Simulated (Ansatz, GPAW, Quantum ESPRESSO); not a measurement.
# SrCl2: valence-band photoemission, part 4 of 8

Wanted: projected DOS of SrCl2, weighted into photoemission and X-ray emission spectra, at several levels of theory.

Ansatz 0.2.0, Quantum ESPRESSO 7.5 and GPAW 26.7.0; DFT, PBEsol, plane-wave PAW, default files, scalar-relativistic (the session's first sound run).

So far. Step 2 (The base run): At this level the gap is 5.14 eV on the path. Step 5 (Quantum ESPRESSO: self-consistent run): At this level the gap is 5.14 eV on the k-mesh of the self-consistent run, which can miss the band edges.

### Step 6. Quantum ESPRESSO: denser mesh

Level of this step: DFT, PBEsol, plane waves, ultrasoft GBRV pseudopotentials, scalar-relativistic (Quantum ESPRESSO).

The levels for the density of states are solved on the fixed potential, without another SCF cycle.

nscf.in

```
&control
  calculation = 'nscf'
  prefix = 'pes'
  outdir = './tmp'
  pseudo_dir = './pp'
  verbosity = 'high'
/
&system
  ibrav = 0
  nat = 3
  ntyp = 2
  ecutwfc = 40.0
  ecutrho = 200.0
  occupations = 'smearing'
  nbnd = 22
  smearing = 'fd'
  degauss = 0.00147
/
&electrons
  conv_thr = 3e-09
  mixing_beta = 0.5
  electron_maxstep = 120
  diago_full_acc = .true.
/
ATOMIC_SPECIES
Sr 87.6200 sr_pbesol_v1.uspp.F.UPF
Cl 35.4500 cl_pbesol_v1.4.uspp.F.UPF
CELL_PARAMETERS angstrom
 0.000000000 3.488350000 3.488350000
 3.488350000 0.000000000 3.488350000
 3.488350000 3.488350000 0.000000000
ATOMIC_POSITIONS crystal
Sr 0.000000000 0.000000000 0.000000000
Cl 0.750000000 0.750000000 0.750000000
Cl 0.250000000 0.250000000 0.250000000
K_POINTS automatic
10 10 10 0 0 0
```

The run is started by

```
$ OMP_NUM_THREADS=1 mpirun -n 4 pw.x -nk 4 -in nscf.in > nscf.out
```

Log:

```text
[banner, memory and clock lines left out]
Program PWSCF v.7.5 starts

          URL

     Atomic positions and unit cell read from directory:
     ./tmp/pes.save/

     Message from routine setup:
     using ibrav=0 with symmetry is DISCOURAGED, use correct ibrav instead

     G-vector sticks info

     bravais-lattice index     =            0
     lattice parameter (alat)  =       9.3225  a.u.
     unit-cell volume          =     572.9105 (a.u.)^3
     number of atoms/cell      =            3
     number of atomic types    =            2
     number of electrons       =        24.00
     number of Kohn-Sham states=           22
     kinetic-energy cutoff     =      40.0000  Ry
     charge density cutoff     =     200.0000  Ry
     Exchange-correlation= SLA  PW   PSX  PSC
                           (   1   4  10   8   0   0   0)

     celldm(1)=   9.322533  celldm(2)=   0.000000  celldm(3)=   0.000000
     celldm(4)=   0.000000  celldm(5)=   0.000000  celldm(6)=   0.000000

     crystal axes: (cart. coord. in units of alat)
               a(1) = (   0.000000   0.707107   0.707107 )
               a(2) = (   0.707107   0.000000   0.707107 )
               a(3) = (   0.707107   0.707107   0.000000 )

     reciprocal axes: (cart. coord. in units 2 pi/alat)
               b(1) = ( -0.707107  0.707107  0.707107 )
               b(2) = (  0.707107 -0.707107  0.707107 )
               b(3) = (  0.707107  0.707107 -0.707107 )

     PseudoPot. # 1 for Sr read from file:
     ./pp/sr_pbesol_v1.uspp.F.UPF
     Pseudo is Ultrasoft + core correction, Zval = 10.0
     Generated by new atomic code, or converted to UPF format
     Using radial grid of  883 points,  6 beta functions with:
                l(1) =   0
                l(2) =   0
                l(3) =   1
                l(4) =   1
                l(5) =   2
                l(6) =   2
     Q(r) pseudized with  6 coefficients,  rinner =    1.400   1.400   1.400
                                                       1.400   1.400

     PseudoPot. # 2 for Cl read from file:
     ./pp/cl_pbesol_v1.4.uspp.F.UPF
     Pseudo is Ultrasoft + core correction, Zval =  7.0
     Generated by new atomic code, or converted to UPF format
     Using radial grid of  909 points,  6 beta functions with:
                l(1) =   0
                l(2) =   0
                l(3) =   1
                l(4) =   1
                l(5) =   2
                l(6) =   2
     Q(r) pseudized with  8 coefficients,  rinner =    1.300   1.300   1.300
                                                       1.300   1.300

     atomic species   valence    mass     pseudopotential
     Sr               10.00    87.62000     Sr( 1.00)
     Cl                7.00    35.45000     Cl( 1.00)

     48 Sym. Ops., with inversion, found

                                    s                        frac. trans.

      isym =  1     identity

 cryst.   s( 1) = (     1          0          0      )
                  (     0          1          0      )
                  (     0          0          1      )

 cart.    s( 1) = (  1.0000000 -0.0000000  0.0000000 )
                  ( -0.0000000  1.0000000  0.0000000 )
                  ( -0.0000000  0.0000000  1.0000000 )

      isym =  2     180 deg rotation - cart. axis [0,0,1]

 cryst.   s( 2) = (     0          1         -1      )
                  (     1          0         -1      )
                  (     0          0         -1      )

 cart.    s( 2) = ( -1.0000000  0.0000000  0.0000000 )
                  (  0.0000000 -1.0000000  0.0000000 )
                  (  0.0000000 -0.0000000  1.0000000 )

      isym =  3     180 deg rotation - cart. axis [0,1,0]

 cryst.   s( 3) = (     0         -1          1      )
                  (     0         -1          0      )
                  (     1         -1          0      )

 cart.    s( 3) = ( -1.0000000 -0.0000000 -0.0000000 )
                  (  0.0000000  1.0000000 -0.0000000 )
                  (  0.0000000  0.0000000 -1.0000000 )

      isym =  4     180 deg rotation - cart. axis [1,0,0]

 cryst.   s( 4) = (    -1          0          0      )
                  (    -1          0          1      )
                  (    -1          1          0      )

 cart.    s( 4) = (  1.0000000  0.0000000 -0.0000000 )
                  ( -0.0000000 -1.0000000 -0.0000000 )
                  ( -0.0000000 -0.0000000 -1.0000000 )

      isym =  5     180 deg rotation - cart. axis [1,1,0]

 cryst.   s( 5) = (    -1          0          1      )
[...]
cart.    s( 5) = ( -0.0000000  1.0000000 -0.0000000 )
[...]
isym =  6     180 deg rotation - cart. axis [1,-1,0]

 cryst.   s( 6) = (     0         -1          0      )
[...]
cart.    s( 6) = (  0.0000000 -1.0000000 -0.0000000 )
[...]
isym =  7      90 deg rotation - cart. axis [0,0,-1]

 cryst.   s( 7) = (     0          1          0      )
[...]
cart.    s( 7) = (  0.0000000  1.0000000  0.0000000 )
[...]
isym =  8      90 deg rotation - cart. axis [0,0,1]

 cryst.   s( 8) = (     1          0         -1      )
[...]
cart.    s( 8) = ( -0.0000000 -1.0000000  0.0000000 )
[...]
isym =  9     180 deg rotation - cart. axis [1,0,1]

 cryst.   s( 9) = (    -1          1          0      )
[...]
cart.    s( 9) = (  0.0000000  0.0000000  1.0000000 )
[...]
isym = 10     180 deg rotation - cart. axis [-1,0,1]

 cryst.   s(10) = (     0          0         -1      )
[...]
cart.    s(10) = ( -0.0000000  0.0000000 -1.0000000 )
[...]
isym = 11      90 deg rotation - cart. axis [0,1,0]

 cryst.   s(11) = (     0          0          1      )
[...]
cart.    s(11) = ( -0.0000000 -0.0000000  1.0000000 )
[...]
isym = 12      90 deg rotation - cart. axis [0,-1,0]

 cryst.   s(12) = (     1         -1          0      )
[...]
cart.    s(12) = (  0.0000000 -0.0000000 -1.0000000 )
[...]
isym = 13     180 deg rotation - cart. axis [0,1,1]

 cryst.   s(13) = (     1          0          0      )
[...]
cart.    s(13) = ( -1.0000000  0.0000000 -0.0000000 )
[...]
isym = 14     180 deg rotation - cart. axis [0,1,-1]

 cryst.   s(14) = (    -1          0          0      )
[...]
cart.    s(14) = ( -1.0000000 -0.0000000  0.0000000 )
[...]
isym = 15      90 deg rotation - cart. axis [-1,0,0]

[...]
1.0000   1.0000   1.0000   1.0000   0.0000   0.0000   0.0000   0.0000
     0.0000   0.0000   0.0000   0.0000   0.0000   0.0000

          k = 0.0707 0.0707-0.0707 (  2463 PWs)   bands (ev):

   -29.6656 -11.7230 -11.6857 -11.6857 -10.1377  -9.3598   0.9667   0.9667
     1.0009   2.6183   2.6887   2.6887   8.4674   9.1551   9.1551  11.3620
    11.8152  11.8152  12.5470  12.5470  12.7291  16.6330

     occupation numbers
     1.0000   1.0000   1.0000   1.0000   1.0000   1.0000   1.0000   1.0000
     1.0000   1.0000   1.0000   1.0000   0.0000   0.0000   0.0000   0.0000
     0.0000   0.0000   0.0000   0.0000   0.0000   0.0000

          k = 0.1414 0.1414-0.1414 (  2451 PWs)   bands (ev):

   -29.6648 -11.8112 -11.6894 -11.6894  -9.9896  -9.4124   1.0740   1.0740
     1.1873   2.3135   2.5346   2.5346   9.0493   9.3596   9.3596  10.8272
    11.6801  11.6801  12.7744  12.9503  12.9503  16.4081

     occupation numbers
     1.0000   1.0000   1.0000   1.0000   1.0000   1.0000   1.0000   1.0000
     1.0000   1.0000   1.0000   1.0000   0.0000   0.0000   0.0000   0.0000
     0.0000   0.0000   0.0000   0.0000   0.0000   0.0000

          k = 0.2121 0.2121-0.2121 (  2457 PWs)   bands (ev):

   -29.6638 -11.9018 -11.6939 -11.6939  -9.8517  -9.4461   1.2318   1.2318
     1.4086   1.9843   2.3290   2.3290   9.5664   9.5664   9.6309  10.8150
    11.6080  11.6080  12.3083  13.5245  13.5245  16.0828

     occupation numbers
     1.0000   1.0000   1.0000   1.0000   1.0000   1.0000   1.0000   1.0000
     1.0000   1.0000   1.0000   1.0000   0.0000   0.0000   0.0000   0.0000
     0.0000   0.0000   0.0000   0.0000   0.0000   0.0000

          k = 0.2828 0.2828-0.2828 (  2455 PWs)   bands (ev):

[...]
11.6072  11.6287  11.6287  14.1536  14.1536  15.7463

     occupation numbers
[...]
0.0000   0.0000   0.0000   0.0000   0.0000   0.0000

          k =-0.3536-0.3536 0.3536 (  2452 PWs)   bands (ev):

[...]
11.6592  11.6592  11.6926  14.4787  14.4787  15.6014

     occupation numbers
[...]
0.0000   0.0000   0.0000   0.0000   0.0000   0.0000

          k = 0.1414-0.0000 0.0000 (  2461 PWs)   bands (ev):

[...]
11.5406  11.7217  12.2537  12.9017  12.9017  16.3485

     occupation numbers
[...]
0.0000   0.0000   0.0000   0.0000   0.0000   0.0000

          k = 0.2121 0.0707-0.0707 (  2461 PWs)   bands (ev):

[...]
11.3808  11.8901  12.2166  13.1561  13.3087  15.9711

     occupation numbers
[...]
0.0000   0.0000   0.0000   0.0000   0.0000   0.0000

          k = 0.2828 0.1414-0.1414 (  2457 PWs)   bands (ev):

[...]
occupation numbers
[...]
k = 0.3536 0.2121-0.2121 (  2455 PWs)   bands (ev):

[...]
occupation numbers
[...]
k =-0.2828-0.4243 0.4243 (  2453 PWs)   bands (ev):

[...]
occupation numbers
[...]
k =-0.2121-0.3536 0.3536 (  2442 PWs)   bands (ev):

[...]
occupation numbers
[...]
k =-0.1414-0.2828 0.2828 (  2454 PWs)   bands (ev):

[...]
occupation numbers
[...]
k =-0.0707-0.2121 0.2121 (  2459 PWs)   bands (ev):

[...]
occupation numbers
[...]
k = 0.0000-0.1414 0.1414 (  2471 PWs)   bands (ev):

[...]
occupation numbers
[...]
k = 0.2828-0.0000 0.0000 (  2449 PWs)   bands (ev):

[...]
occupation numbers
[...]
k = 0.3536 0.0707-0.0707 (  2460 PWs)   bands (ev):

[...]
k = 0.4243 0.1414-0.1414 (  2444 PWs)   bands (ev):

[...]
k =-0.2121-0.4950 0.4950 (  2446 PWs)   bands (ev):

[...]
k =-0.1414-0.4243 0.4243 (  2432 PWs)   bands (ev):

[...]
k =-0.0707-0.3536 0.3536 (  2448 PWs)   bands (ev):

[...]
k = 0.0000-0.2828 0.2828 (  2435 PWs)   bands (ev):

[...]
k = 0.4243 0.0000-0.0000 (  2449 PWs)   bands (ev):

[...]
k = 0.4950 0.0707-0.0707 (  2444 PWs)   bands (ev):

[...]
k =-0.1414-0.5657 0.5657 (  2438 PWs)   bands (ev):

[...]
k =-0.0707-0.4950 0.4950 (  2433 PWs)   bands (ev):

[...]
k =-0.0000-0.4243 0.4243 (  2451 PWs)   bands (ev):

[...]
k = 0.5657-0.0000 0.0000 (  2446 PWs)   bands (ev):

[...]
k =-0.0707-0.6364 0.6364 (  2450 PWs)   bands (ev):

[...]
k = 0.0000-0.5657 0.5657 (  2446 PWs)   bands (ev):

[...]
k =-0.7071 0.0000 0.0000 (  2450 PWs)   bands (ev):

[...]
k = 0.2828 0.1414 0.0000 (  2458 PWs)   bands (ev):

[...]
k = 0.3536 0.2121-0.0707 (  2453 PWs)   bands (ev):

[...]
k =-0.2828-0.4243 0.5657 (  2445 PWs)   bands (ev):

[...]
k =-0.2121-0.3536 0.4950 (  2444 PWs)   bands (ev):

[...]
k = 0.4243 0.1414-0.0000 (  2443 PWs)   bands (ev):

[...]
k =-0.2121-0.4950 0.6364 (  2442 PWs)   bands (ev):

[...]
k =-0.1414-0.4243 0.5657 (  2441 PWs)   bands (ev):

[...]
k =-0.0707-0.3536 0.4950 (  2449 PWs)   bands (ev):

[...]
k = 0.0000-0.2828 0.4243 (  2447 PWs)   bands (ev):

[...]
occupation numbers
[...]
k =-0.1414-0.5657 0.7071 (  2451 PWs)   bands (ev):

[...]
occupation numbers
[...]
k =-0.0707-0.4950 0.6364 (  2444 PWs)   bands (ev):

[...]
occupation numbers
[...]
k = 0.0000-0.4243 0.5657 (  2440 PWs)   bands (ev):

[...]
occupation numbers
[...]
k =-0.7071 0.1414 0.0000 (  2436 PWs)   bands (ev):

[...]
11.0769  12.2079  12.6421  13.3526  14.0438  15.1932

     occupation numbers
[...]
0.0000   0.0000   0.0000   0.0000   0.0000   0.0000

          k =-0.1414-0.4243 0.7071 (  2452 PWs)   bands (ev):

[...]
11.1860  12.0773  13.0288  14.1385  14.2847  14.3889

     occupation numbers
[...]
0.0000   0.0000   0.0000   0.0000   0.0000   0.0000

          k =-0.0707-0.3536 0.6364 (  2442 PWs)   bands (ev):

   -29.6616 -11.9062 -11.8793 -11.7164  -9.5420  -9.5053   0.6331   0.8529
     1.8183   1.8683   2.7369   2.9009   9.1985   9.9830  10.2588  10.3158
    11.1835  12.2600  13.2480  13.9678  14.1912  14.6839

     occupation numbers
     1.0000   1.0000   1.0000   1.0000   1.0000   1.0000   1.0000   1.0000
     1.0000   1.0000   1.0000   1.0000   0.0000   0.0000   0.0000   0.0000
     0.0000   0.0000   0.0000   0.0000   0.0000   0.0000

          k =-0.7071 0.2828 0.0000 (  2450 PWs)   bands (ev):

   -29.6615 -11.9463 -11.8441 -11.7194  -9.5537  -9.4825   0.5192   0.8837
     1.6354   2.0912   2.7588   2.9968   9.0783  10.1152  10.1282  10.3180
    11.1476  12.4416  13.2954  13.6863  14.1381  14.4727

     occupation numbers
     1.0000   1.0000   1.0000   1.0000   1.0000   1.0000   1.0000   1.0000
     1.0000   1.0000   1.0000   1.0000   0.0000   0.0000   0.0000   0.0000
     0.0000   0.0000   0.0000   0.0000   0.0000   0.0000

     the Fermi energy is     5.1583 ev
     (compare with:     5.1254 eV, computed in scf)

     XML data file, pseudopotentials, collected wavefunctions

                                        0.00s GPU  (     723 calls)
```

Elapsed: 12 s, on 4 MPI ranks of Arm Neoverse V2, shared host; 47 s of CPU time.

This step gave:

```yaml
fermi_energy: 5.158 eV
```

(Part 4 of 8 ends here.)

[Logs are printed without paths, hosts, clocks, repeated set-up lines and the standing remarks that a program may print on its own settings, such as how far it seeks lower states.]

[Hosts, paths, dates, database ids (printed as entryN), source tags and the programs' standing remarks are cut or masked in the printed files.]

[Maps of the electrostatic potential energy from Ansatz leave out the sawtooth potential of an applied field or a dipole correction, so their vacuum need not be flat; work functions include it.]

[Peak lists hold at most the 14 tallest peaks of each spectrum; further lines can be left out.]
